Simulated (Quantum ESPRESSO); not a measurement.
# ZrS (Fm-3m) in Quantum ESPRESSO: further runs

Aim: see how the results for ZrS move with the level of theory and the settings. Levels: PBEsol, LDA. Tasks: band structure, single point, equation of state.

All numbers are computed with Quantum ESPRESSO 7.5; they aren't measurements. Logs are shortened: lines on timing, memory, paths and dates and some standing lists are left out, and cuts for length are marked.

### 1 The structure

It takes space group Fm-3m (No. 225, cubic). Conventional cell: a = 5.250 Å, b = 5.250 Å, c = 5.250 Å, α = 90.00°, β = 90.00°, γ = 90.00°. Zr (site symmetry m-3m) has 6 S at 2.62 Å as nearest neighbours. S (site symmetry m-3m) has 6 Zr at 2.62 Å as nearest neighbours.

### 2 Band structure, PBEsol

The input, pw.in:

```
&CONTROL
  calculation = 'scf'
  prefix = 'pwscf'
  outdir = './tmp'
  pseudo_dir = './pseudo'
  tprnfor = .true.
  tstress = .true.
  disk_io = 'low'
/
&SYSTEM
  ibrav = 0
  nat = 2
  ntyp = 2
  ecutwfc = 45
  ecutrho = 360
  nbnd = 15
  occupations = 'smearing'
  smearing = 'fd'
  degauss = 0.00367493
/
&ELECTRONS
  conv_thr = 4d-10
  electron_maxstep = 120
  mixing_beta = 0.5
/
ATOMIC_SPECIES
Zr    91.2240 zr_pbesol_v1.uspp.F.UPF
S     32.0600 s_pbesol_v1.4.uspp.F.UPF
CELL_PARAMETERS angstrom
   0.0000000000    2.6250000000    2.6250000000
   2.6250000000    0.0000000000    2.6250000000
   2.6250000000    2.6250000000    0.0000000000
ATOMIC_POSITIONS crystal
Zr     0.0000000000    0.0000000000    0.0000000000
S      0.5000000000    0.5000000000    0.5000000000
K_POINTS automatic
9 9 9 0 0 0
```

The input, bands.in:

```
&CONTROL
  calculation = 'bands'
  prefix = 'pwscf'
  outdir = './tmp'
  pseudo_dir = './pseudo'
  disk_io = 'low'
  verbosity = 'high'
/
&SYSTEM
  ibrav = 0
  nat = 2
  ntyp = 2
  ecutwfc = 45
  ecutrho = 360
  nbnd = 15
  occupations = 'smearing'
  smearing = 'fd'
  degauss = 0.00367493
/
&ELECTRONS
  conv_thr = 1d-08
  electron_maxstep = 120
  mixing_beta = 0.5
  diago_full_acc = .true.
  startingwfc = 'random'
/
ATOMIC_SPECIES
Zr    91.2240 zr_pbesol_v1.uspp.F.UPF
S     32.0600 s_pbesol_v1.4.uspp.F.UPF
CELL_PARAMETERS angstrom
   0.0000000000    2.6250000000    2.6250000000
   2.6250000000    0.0000000000    2.6250000000
   2.6250000000    2.6250000000    0.0000000000
ATOMIC_POSITIONS crystal
Zr     0.0000000000    0.0000000000    0.0000000000
S      0.5000000000    0.5000000000    0.5000000000
K_POINTS crystal
60
 0.0000000000  0.0000000000  0.0000000000 1
 0.0625000000  0.0000000000  0.0625000000 1
 0.1250000000  0.0000000000  0.1250000000 1
 0.1875000000  0.0000000000  0.1875000000 1
 0.2500000000  0.0000000000  0.2500000000 1
 0.3125000000  0.0000000000  0.3125000000 1
 0.3750000000  0.0000000000  0.3750000000 1
 0.4375000000  0.0000000000  0.4375000000 1
 0.5000000000  0.0000000000  0.5000000000 1
 0.5000000000  0.0625000000  0.5625000000 1
 0.5000000000  0.1250000000  0.6250000000 1
 0.5000000000  0.1875000000  0.6875000000 1
 0.5000000000  0.2500000000  0.7500000000 1
 0.4375000000  0.3125000000  0.7500000000 1
 0.3750000000  0.3750000000  0.7500000000 1
 0.3375000000  0.3375000000  0.6750000000 1
 0.3000000000  0.3000000000  0.6000000000 1
 0.2625000000  0.2625000000  0.5250000000 1
 0.2250000000  0.2250000000  0.4500000000 1
 0.1875000000  0.1875000000  0.3750000000 1
 0.1500000000  0.1500000000  0.3000000000 1
 0.1125000000  0.1125000000  0.2250000000 1
 0.0750000000  0.0750000000  0.1500000000 1
 0.0375000000  0.0375000000  0.0750000000 1
 0.0000000000  0.0000000000  0.0000000000 1
 0.0625000000  0.0625000000  0.0625000000 1
 0.1250000000  0.1250000000  0.1250000000 1
 0.1875000000  0.1875000000  0.1875000000 1
 0.2500000000  0.2500000000  0.2500000000 1
 0.3125000000  0.3125000000  0.3125000000 1
 0.3750000000  0.3750000000  0.3750000000 1
 0.4375000000  0.4375000000  0.4375000000 1
 0.5000000000  0.5000000000  0.5000000000 1
 0.5250000000  0.4500000000  0.5250000000 1
 0.5500000000  0.4000000000  0.5500000000 1
 0.5750000000  0.3500000000  0.5750000000 1
 0.6000000000  0.3000000000  0.6000000000 1
 0.6250000000  0.2500000000  0.6250000000 1
 0.5833333333  0.2500000000  0.6666666667 1
 0.5416666667  0.2500000000  0.7083333333 1
 0.5000000000  0.2500000000  0.7500000000 1
 0.5000000000  0.2857142857  0.7142857143 1
 0.5000000000  0.3214285714  0.6785714286 1
 0.5000000000  0.3571428571  0.6428571429 1
 0.5000000000  0.3928571429  0.6071428571 1
 0.5000000000  0.4285714286  0.5714285714 1
 0.5000000000  0.4642857143  0.5357142857 1
 0.5000000000  0.5000000000  0.5000000000 1
 0.4821428571  0.4821428571  0.5357142857 1
 0.4642857143  0.4642857143  0.5714285714 1
 0.4464285714  0.4464285714  0.6071428571 1
 0.4285714286  0.4285714286  0.6428571429 1
 0.4107142857  0.4107142857  0.6785714286 1
 0.3928571429  0.3928571429  0.7142857143 1
 0.3750000000  0.3750000000  0.7500000000 1
 0.6250000000  0.2500000000  0.6250000000 1
 0.5937500000  0.1875000000  0.5937500000 1
 0.5625000000  0.1250000000  0.5625000000 1
 0.5312500000  0.0625000000  0.5312500000 1
 0.5000000000  0.0000000000  0.5000000000 1
```

Potentials or basis: GBRV 1.5 PBEsol.

The run is started by

```console
> OMP_NUM_THREADS=1 mpirun -n 2 pw.x -nk 2 -in pw.in > pw.out
> OMP_NUM_THREADS=1 mpirun -n 2 pw.x -nk 2 -in bands.in > bands.out
```

pw.out:

```text
This program is part of the open-source Quantum ESPRESSO suite
     for quantum simulation of materials; please cite
[... 13 lines left out ...]
     --------------------
     sticks:   dense  smooth     PW     G-vecs:    dense   smooth      PW
     Sum        1225     595    199                27989     9841    1807

     Using Slab Decomposition

     bravais-lattice index     =            0
     lattice parameter (alat)  =       7.0153  a.u.
     unit-cell volume          =     244.1263 (a.u.)^3
     number of atoms/cell      =            2
     number of atomic types    =            2
     number of electrons       =        18.00
     number of Kohn-Sham states=           15
     kinetic-energy cutoff     =      45.0000  Ry
     charge density cutoff     =     360.0000  Ry
     scf convergence threshold =      4.0E-10
     mixing beta               =       0.5000
     number of iterations used =            8  plain     mixing
     Exchange-correlation= SLA  PW   PSX  PSC
                           (   1   4  10   8   0   0   0)

     celldm(1)=   7.015250  celldm(2)=   0.000000  celldm(3)=   0.000000
     celldm(4)=   0.000000  celldm(5)=   0.000000  celldm(6)=   0.000000

     crystal axes: (cart. coord. in units of alat)
               a(1) = (   0.000000   0.707107   0.707107 )
               a(2) = (   0.707107   0.000000   0.707107 )
               a(3) = (   0.707107   0.707107   0.000000 )

     reciprocal axes: (cart. coord. in units 2 pi/alat)
               b(1) = ( -0.707107  0.707107  0.707107 )
               b(2) = (  0.707107 -0.707107  0.707107 )
               b(3) = (  0.707107  0.707107 -0.707107 )

     PseudoPot. # 1 for Zr read from file:
     zr_pbesol_v1.uspp.F.UPF
     Pseudo is Ultrasoft + core correction, Zval = 12.0
     Generated by new atomic code, or converted to UPF format
     Using radial grid of  887 points,  6 beta functions with:
                l(1) =   0
                l(2) =   0
                l(3) =   1
                l(4) =   1
                l(5) =   2
                l(6) =   2
     Q(r) pseudized with  6 coefficients,  rinner =    1.200   1.200   1.200
                                                       1.200   1.200

     PseudoPot. # 2 for S  read from file:
     s_pbesol_v1.4.uspp.F.UPF
     Pseudo is Ultrasoft + core correction, Zval =  6.0
     Generated by new atomic code, or converted to UPF format
     Using radial grid of  907 points,  6 beta functions with:
                l(1) =   0
                l(2) =   0
                l(3) =   1
                l(4) =   1
                l(5) =   2
                l(6) =   2
     Q(r) pseudized with  8 coefficients,  rinner =    1.300   1.300   1.300
                                                       1.300   1.300

     atomic species   valence    mass     pseudopotential
     Zr               12.00    91.22400     Zr( 1.00)
     S                 6.00    32.06000     S ( 1.00)

     48 Sym. Ops., with inversion, found

   Cartesian axes

     site n.     atom                  positions (alat units)
         1        Zr     tau(   1) = (   0.0000000   0.0000000   0.0000000  )
         2        S      tau(   2) = (   0.7071068   0.7071068   0.7071068  )

     number of k points=    35  Fermi-Dirac smearing, width (Ry)=  0.0037
                       cart. coord. in units 2pi/alat
        k(    1) = (   0.0000000   0.0000000   0.0000000), wk =   0.0027435
        k(    2) = (   0.0785674   0.0785674  -0.0785674), wk =   0.0219479
        k(    3) = (   0.1571348   0.1571348  -0.1571348), wk =   0.0219479
        k(    4) = (   0.2357023   0.2357023  -0.2357023), wk =   0.0219479
        k(    5) = (   0.3142697   0.3142697  -0.3142697), wk =   0.0219479
        k(    6) = (   0.1571348   0.0000000  -0.0000000), wk =   0.0164609
[... 27 lines left out ...]
        k(   34) = (  -0.0000000  -0.4714045   0.6285394), wk =   0.0658436
        k(   35) = (  -0.0785674  -0.3928371   0.7071068), wk =   0.0658436

     Dense  grid:    27989 G-vectors     FFT dimensions: (  45,  45,  45)

     Smooth grid:     9841 G-vectors     FFT dimensions: (  30,  30,  30)

     Initial potential from superposition of free atoms

     starting charge      17.9980, renormalised to      18.0000

     negative rho (up, down):  5.980E-02 0.000E+00
     Starting wfcs are   17 randomized atomic wfcs

     Self-consistent Calculation

     iteration #  1     ecut=    45.00 Ry     beta= 0.50
     Davidson diagonalization with overlap
     ethr =  1.00E-02,  avg # of iterations =  4.1

     Threshold (ethr) on eigenvalues was too large:
     Diagonalizing with lowered threshold

     Davidson diagonalization with overlap
     ethr =  1.61E-04,  avg # of iterations =  4.6

     negative rho (up, down):  5.978E-02 0.000E+00

     total energy              =    -123.35503496 Ry
     estimated scf accuracy    <       0.03480258 Ry

     iteration #  2     ecut=    45.00 Ry     beta= 0.50
     Davidson diagonalization with overlap
     ethr =  1.93E-04,  avg # of iterations =  2.0

     negative rho (up, down):  5.991E-02 0.000E+00

     total energy              =    -123.36455809 Ry
     estimated scf accuracy    <       0.00514980 Ry

     iteration #  3     ecut=    45.00 Ry     beta= 0.50
     Davidson diagonalization with overlap
     ethr =  2.86E-05,  avg # of iterations =  2.3
[... 33 lines left out ...]
     iteration #  7     ecut=    45.00 Ry     beta= 0.50
     Davidson diagonalization with overlap
     ethr =  7.08E-10,  avg # of iterations =  2.3

     negative rho (up, down):  5.988E-02 0.000E+00

     total energy              =    -123.36540934 Ry
     estimated scf accuracy    <       0.00000003 Ry

     iteration #  8     ecut=    45.00 Ry     beta= 0.50
     Davidson diagonalization with overlap
     ethr =  1.73E-10,  avg # of iterations =  1.9

     negative rho (up, down):  5.988E-02 0.000E+00

     End of self-consistent calculation

          k = 0.0000 0.0000 0.0000 (  1243 PWs)   bands (ev):

   -35.3338 -13.3235 -13.3235 -13.3235  -1.2412  11.0695  11.0695  11.0695
    13.2137  13.2137  13.2137  13.8826  13.8826  16.3660  21.7110

          k = 0.0786 0.0786-0.0786 (  1255 PWs)   bands (ev):

   -35.3308 -13.3660 -13.3271 -13.3271  -1.0859  10.2117  10.5176  10.5176
    13.4740  13.4740  13.5137  14.6556  14.6556  17.0593  22.2031

          k = 0.1571 0.1571-0.1571 (  1254 PWs)   bands (ev):

   -35.3230 -13.4711 -13.3363 -13.3363  -0.6693   8.7418   9.6606   9.6606
    13.9491  14.1087  14.1087  16.2675  16.2675  18.4146  22.6381

          k = 0.2357 0.2357-0.2357 (  1236 PWs)   bands (ev):

   -35.3142 -13.5871 -13.3466 -13.3466  -0.1386   7.4440   9.0066   9.0066
    14.6246  15.0255  15.0255  18.0812  18.0812  18.5634  22.8512
[... 143 lines left out ...]
   -35.3003 -13.5753 -13.4478 -13.4324  -0.2529   8.2386   9.3626   9.4268
    12.3079  15.6710  16.5080  16.9295  17.5833  18.6493  22.2330

          k =-0.0000-0.4714 0.6285 (  1243 PWs)   bands (ev):

   -35.2996 -13.5505 -13.4941 -13.4257  -0.1330   8.4625   8.5193   9.1718
    13.2199  15.9153  16.4153  16.8770  17.0631  20.0592  22.1052

          k =-0.0786-0.3928 0.7071 (  1235 PWs)   bands (ev):

   -35.2999 -13.5394 -13.4960 -13.4338  -0.0718   8.1877   8.7703   8.7874
    14.1464  15.0813  16.3429  16.9101  17.2038  21.3683  22.1257

     the Fermi energy is    14.5158 ev

!    total energy              =    -123.36540934 Ry
     estimated scf accuracy    <          3.0E-10 Ry
     smearing contrib. (-TS)   =      -0.00087598 Ry
     internal energy E=F+TS    =    -123.36453336 Ry

     The total energy is F=E-TS. E is the sum of the following terms:
     one-electron contribution =     -13.64618898 Ry
     hartree contribution      =      15.48938435 Ry
     xc contribution           =     -26.20656399 Ry
     ewald contribution        =     -99.00116474 Ry

     convergence has been achieved in   8 iterations

     negative rho (up, down):  5.988E-02 0.000E+00

     Forces acting on atoms (cartesian axes, Ry/au):

     atom    1 type  1   force =    -0.00000000   -0.00000000   -0.00000000
     atom    2 type  2   force =     0.00000000   -0.00000000    0.00000000

     Total force =     0.000000     Total SCF correction =     0.000000

     Computing stress (Cartesian axis) and pressure

     negative rho (up, down):  5.988E-02 0.000E+00
          total   stress  (Ry/bohr**3)                   (kbar)     P=      -65.84
  -0.00044754  -0.00000000  -0.00000000          -65.84       -0.00       -0.00
  -0.00000000  -0.00044754  -0.00000000           -0.00      -65.84       -0.00
  -0.00000000  -0.00000000  -0.00044754           -0.00       -0.00      -65.84

=------------------------------------------------------------------------------=
   JOB DONE.
=------------------------------------------------------------------------------=
```

Wall time 18 s (2 MPI ranks of Arm Neoverse V2, shared host); peak memory 0.2 GiB.

What came out:

* Free energy: -1678.4719 eV
* Pressure: -6.6 GPa
* Band gap on the k mesh: none (metal or under the smearing width)

Levels at the corners of the path, in eV from the Fermi level:
| point | band 6 | band 7 | band 8 | band 9 | band 10 | band 11 | band 12 | band 13 |
| --- | --- | --- | --- | --- | --- | --- | --- | --- |
| Γ | -3.45 | -3.45 | -3.45 | -1.30 | -1.30 | -1.30 | -0.63 | -0.63 |
| X | -6.19 | -4.39 | -4.39 | -3.39 | 0.55 | 2.42 | 2.42 | 2.81 |
| W | -6.05 | -5.85 | -5.85 | 0.08 | 0.08 | 1.80 | 2.39 | 2.44 |
| K | -6.24 | -6.06 | -5.22 | -1.42 | 1.83 | 2.03 | 2.46 | 2.57 |
| Γ | -3.45 | -3.45 | -3.45 | -1.30 | -1.30 | -1.30 | -0.63 | -0.63 |
| L | -7.96 | -5.89 | -5.89 | 1.52 | 1.52 | 1.83 | 1.92 | 5.67 |
| U | -6.24 | -6.06 | -5.22 | -1.42 | 1.83 | 2.03 | 2.46 | 2.57 |
| W | -6.05 | -5.85 | -5.85 | 0.08 | 0.08 | 1.80 | 2.39 | 2.44 |
| L | -7.96 | -5.89 | -5.89 | 1.52 | 1.52 | 1.83 | 1.92 | 5.67 |
| K | -6.24 | -6.06 | -5.22 | -1.42 | 1.83 | 2.03 | 2.46 | 2.57 |
| U | -6.24 | -6.06 | -5.22 | -1.42 | 1.83 | 2.03 | 2.46 | 2.57 |
| X | -6.19 | -4.39 | -4.39 | -3.39 | 0.55 | 2.42 | 2.42 | 2.81 |

[end of part 1 of 2]
